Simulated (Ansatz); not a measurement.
Runs of Ansatz 0.2.0 on C. The cell holds a slab with vacuum, 2 atoms: a = 2.456 Å, b = 2.456 Å, c = 8.524 Å, α = 90.00°, β = 90.00°, γ = 120.00°. The slab is cut from a database's or a generator's crystal, which needn't be the stable form of the element.

| task | level | k mesh | cutoff (eV) | screening (1/Å) | share of exact exchange | points for each segment of the path | mesh quality | gap on the mesh (eV) | V0 of scaled cells (Å³/atom) | B0 (GPa) |
| --- | --- | --- | --- | --- | --- | --- | --- | --- | --- | --- |
| single point | PBE0 | 8 × 8 × 2 | 420 | - | - | - | not flagged | (b) | - | - |
| equation of state | PBEsol | 12 × 12 × 3 | 420 | - | - | - | not flagged | - | 22.34 | 110 |
| equation of state | HSE06 | 8 × 8 × 2 | 420 | - | - | - | coarse | - | (c) | 116 |
| equation of state | PBE0 | 8 × 8 × 2 | 420 | - | - | - | coarse | - | 22.08 | 116 |
| single point | HSE06 form with a typed share of exact exchange | 6 × 6 × 2 | 420 | 0.4 | 0.25 | - | coarse | none | - | - |
| equation of state | LDA | 12 × 12 × 3 | 420 | - | - | - | not flagged | - | 21.96 | 114 |
| equation of state | r2SCAN | 12 × 12 × 3 | 500 | - | - | - | not flagged | - | (a) | 113 |
| equation of state | PBE0 | 6 × 6 × 2 | 420 | - | - | - | coarse | - | (d) | 116 |

Alike in all rows: potentials or basis Ansatz PAW; no spin polarisation; cell as given; smearing fermi-dirac 0.05 eV.

Question: Estimate the missing entries.

Answer: (a) 22.26; (b) 3.02; (c) 22.09; (d) 22.11.

Caveats: some runs use coarse meshes; the PAW data sets come from PBE, with cores solved anew for the run's functional, which leaves a small shift of forces and pressure; the cell was scaled at fixed shape and fractional positions, which overstates the stiffness of a crystal with free parameters, most of all of layers and chains (some runs).

A k mesh can miss the band edges.

A gap of «none» marks a metal or a gap under the smearing width.

Not every run made on this cell is shown here.
